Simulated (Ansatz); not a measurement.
input.yaml

```yaml
crystal:
  lattice:
    - [6.090199, 0.116592, -0.018694]
    - [0.116744, 5.909008, -0.074347]
    - [-0.024761, -0.078554, 6.007973]
  atoms:
    - { symbol: C, position: [0.7987506966, 0.5002479667, 0.0079386237] }
    - { symbol: C, position: [0.0642420563, 0.697092547, 0.3540798501] }
    - { symbol: C, position: [0.9718050199, 0.795750054, 0.5702094075] }
    - { symbol: C, position: [0.3667020711, 0.4188525669, 0.2113502947] }
    - { symbol: C, position: [0.4652750509, 0.1882997111, 0.2534763749] }
    - { symbol: C, position: [0.8076919161, 0.2283186215, 0.0057414126] }
    - { symbol: C, position: [0.2037110493, 0.3573133496, 0.5843048167] }
    - { symbol: C, position: [0.4283675074, 0.6430626027, 0.3244822084] }
    - { symbol: C, position: [0.8445289973, 0.6621747768, 0.2120370149] }
    - { symbol: C, position: [0.2904910305, 0.048180798, 0.3334456907] }
    - { symbol: C, position: [0.2842867624, 0.4365218084, 0.9950309846] }
    - { symbol: C, position: [0.0232217417, 0.0042275077, 0.6612535431] }
    - { symbol: C, position: [0.7626102982, 0.6902641696, 0.6184896563] }
    - { symbol: C, position: [0.232884092, 0.5059404981, 0.4050849849] }
    - { symbol: C, position: [0.1628409114, 0.1380327563, 0.5216820666] }
    - { symbol: C, position: [0.7457323011, 0.5952330184, 0.8149644356] }
    - { symbol: C, position: [0.9132656082, 0.1089418365, 0.848198705] }
    - { symbol: C, position: [0.2617064653, 0.8242345246, 0.2805352427] }
    - { symbol: C, position: [0.6514107833, 0.7057098115, 0.3914672876] }
    - { symbol: C, position: [0.7248394929, 0.8791595094, 0.233084787] }
    - { symbol: C, position: [0.6691370115, 0.09962366, 0.1717972995] }
    - { symbol: C, position: [0.2271558093, 0.4222115774, 0.8020304559] }
basis:
  ecutwfc: 420
kpoints:
  mp_grid: { grid: [6, 6, 6] }
hamiltonian:
  xc: pbe
  dispersion: d3bj
scf:
  occupations: { method: gaussian, width: 0.1 }
  n_extra_bands: 11
output:
  forces: true
  stress: true
  eigenvalues: true
  populations: true
  dos:
    method: { smearing: { sigma: 0.1, scheme: gaussian } }
    projected: true
    de: 0.02
  write_density: true
  write_potential: true
  elf: true
  volumetric_format: npy
```

Command:
```bash
ansatz run input.yaml --threads 2 --pin off --max-ram 5120MiB --backend cpu --events-out ev --progress --plain --runs-dir out
```

Level of theory: DFT PBE+D3(BJ), scalar-relativistic, plane waves, PAW in Ansatz.

Part of what the program printed, abridged (final results; tables in files aren't shown):

```
SCF 1 converged in 10 iterations: F = -5503.758981 eV  dr2 = 3.03e-8
SCF converged after 10 iterations
Free energy (F): -5503.758981 eV
Harris-Foulkes:  -5503.758981 eV  (|F-HF|=1.33e-8)
Internal energy: -5503.740283 eV  (E = F + TS)
E sigma→0 (E₀):  -5503.749632 eV
Entropy (-TS):   -0.018698 eV (-0.850 meV/atom)
Fermi energy:    5.830231 eV
--- Per-component energies (eV) ---
  E_band       = -274.647424
  E_kinetic    = 1983.976851
  E_local      = -4150.660111  (includes V_loc(G=0)·N_el)
  E_nonlocal   = 599.366319
  E_hartree    = 1368.529712
  E_xc         = -1048.504608
  E_vxc        = -1297.725657  (∫ρ·V_xc dr)
  E_paw        = -2183.183813  (= ΣΔE_a)
  E_vpaw       = -146.664182  (= ΣTr[D̂ρ^β])
  E_aug_tail   = 0.000176  (compensation charges beyond the density's cutoff)
  E_ewald      = -2070.273987
  E_disp       = -2.990822  (pairwise vdW)
  E_smearing   = -0.018698  (= −TS)
--- Forces (eV/Å), atoms counted from 1 ---
  atom   1  C     -0.00435807    -0.00430040     0.01358460
  atom   2  C      0.00679166    -0.00375235     0.01098160
  atom   3  C      0.00635393    -0.01327471     0.00767562
  atom   4  C     -0.00867312     0.02462090     0.00902956
  atom   5  C      0.00489744    -0.00638765    -0.00465703
  atom   6  C      0.00871121     0.00676154     0.00540299
  atom   7  C      0.00956156    -0.00725656     0.01070703
  atom   8  C      0.00207178    -0.00029839    -0.00534364
  atom   9  C     -0.00983791     0.00539213    -0.00797696
  atom  10  C     -0.00106347     0.00012640    -0.00368922
  atom  11  C      0.02160254    -0.01998558    -0.01116755
  atom  12  C     -0.00131245    -0.00990246     0.00588551
  atom  13  C      0.00988236     0.01312836     0.00586298
  atom  14  C     -0.00957064     0.00305552    -0.00990976
  atom  15  C     -0.00740973     0.00473460    -0.00540060
  atom  16  C      0.00087890    -0.00790608    -0.01829941
  atom  17  C     -0.00714066     0.01031603    -0.01187288
  atom  18  C      0.00560616    -0.00194738     0.00467186
  atom  19  C      0.00134523     0.00053171     0.00140525
  atom  20  C     -0.00556776    -0.00236174    -0.00974314
  atom  21  C     -0.00336313    -0.00649330     0.00439720
  atom  22  C     -0.01939531     0.01518594     0.00850770
--- Stress (GPa, compression-positive) ---
        0.017831       0.001778       0.017466
        0.001778      -0.034570      -0.011813
        0.017465      -0.011812       0.002639
  P = ⅓ Tr σ = -0.0047 GPa (-0.047 kbar)
--- Band table (eV; the first three rows and the last of 112) ---
  k-point 0: bands = ["-14.7312", "-13.0925", "-11.9366", "-11.4239", "-10.6640", "-10.4306", "-9.7430", "-9.4041", "-9.0916", "-8.8431", "-8.5309", "-7.3010", "-6.0994", "-5.8188", "-5.2198", "-4.3768", "-4.2033", "-3.7756", "-3.7018", "-3.2016", "-2.9098", "-2.3468", "-2.2178", "-1.7713", "-1.3782", "-1.3517", "-1.1305", "-0.6113", "-0.3464", "0.1233", "0.7171", "0.7697", "0.9151", "1.1532", "1.4724", "1.8662", "2.2054", "2.6781", "3.3487", "3.5225", "4.2587", "4.5973", "5.0307", "5.6668", "5.8235", "7.4162", "7.5971", "7.8097", "8.5174", "9.0058", "9.4640", "10.2795", "10.5114", "10.7558", "11.0400"]
  k-point 1: bands = ["-14.7211", "-13.0719", "-12.0087", "-11.4337", "-10.6244", "-10.4219", "-9.8901", "-9.4758", "-8.9950", "-8.8666", "-8.2070", "-7.3530", "-6.1329", "-5.7640", "-5.1959", "-4.7791", "-4.1921", "-3.7227", "-3.4615", "-3.2124", "-2.9346", "-2.4342", "-2.2373", "-1.8786", "-1.5810", "-1.2527", "-0.9564", "-0.5853", "-0.2921", "0.1425", "0.6694", "0.8143", "0.9687", "1.1969", "1.4781", "1.8429", "2.3459", "2.7206", "3.2488", "3.4280", "4.1981", "4.5453", "5.0375", "5.6378", "5.8383", "7.3527", "7.4597", "7.7806", "8.6964", "9.1332", "9.4661", "10.3305", "10.5212", "10.7648", "11.1821"]
  k-point 2: bands = ["-14.7001", "-13.0264", "-12.1438", "-11.4527", "-10.5692", "-10.4537", "-9.9259", "-9.7347", "-8.9349", "-8.6234", "-7.9113", "-7.1984", "-6.2660", "-5.8212", "-5.2477", "-5.0249", "-4.3224", "-3.5539", "-3.4869", "-3.1193", "-2.9320", "-2.5250", "-2.1978", "-2.0441", "-1.8754", "-1.1404", "-0.7631", "-0.5561", "-0.2243", "0.1998", "0.6008", "0.8754", "1.1359", "1.2463", "1.5882", "1.8150", "2.4546", "2.7635", "3.2221", "3.2731", "4.0412", "4.3416", "5.0825", "5.5457", "5.9107", "7.1076", "7.2289", "7.8883", "8.9482", "9.3249", "9.6034", "10.2448", "10.6442", "11.0139", "11.4149"]
  k-point 111: bands = ["-14.2596", "-13.5191", "-12.6432", "-11.2712", "-11.1528", "-10.7693", "-9.8304", "-8.4728", "-7.9977", "-7.7482", "-7.6443", "-7.1253", "-6.8599", "-6.0701", "-5.9578", "-5.4818", "-5.0830", "-4.5265", "-3.7950", "-3.3667", "-2.8302", "-2.3464", "-1.8745", "-1.5859", "-1.2354", "-1.1965", "-0.9788", "-0.2683", "0.1789", "0.3091", "0.5816", "0.6431", "1.3386", "1.4128", "1.7931", "2.0242", "2.3797", "2.8228", "3.1304", "3.5039", "3.8011", "4.2653", "5.0053", "5.3868", "6.0240", "6.4074", "7.5201", "7.8087", "8.2612", "9.3331", "9.9140", "10.1239", "11.0724", "11.1655", "11.6545"]
--- Löwdin populations: 22 sites ---
  site symbol q [e]
     0      C      4.0043
     1      C      3.9602
     2      C      3.9278
     3      C      3.9597
     4      C      3.9856
     5      C      3.9797
     6      C      3.9992
     7      C      3.9405
     8      C      3.9545
     9      C      3.9830
    10      C      3.9766
    11      C      3.9736
    12      C      3.9918
    13      C      3.9019
    14      C      3.9286
    15      C      3.9335
    16      C      3.9281
    17      C      3.9584
    18      C      3.9624
    19      C      3.9490
    20      C      3.9581
    21      C      3.9998
  spilling = 0.009587 (of n_electrons = 88.000000)
```

The run converged.

The run took 3.4 min on 2 threads of Intel(R) Xeon(R) Processor @ 2.50GHz (Skylake/Cascade Lake) (shared host), peak memory 1.1 GiB.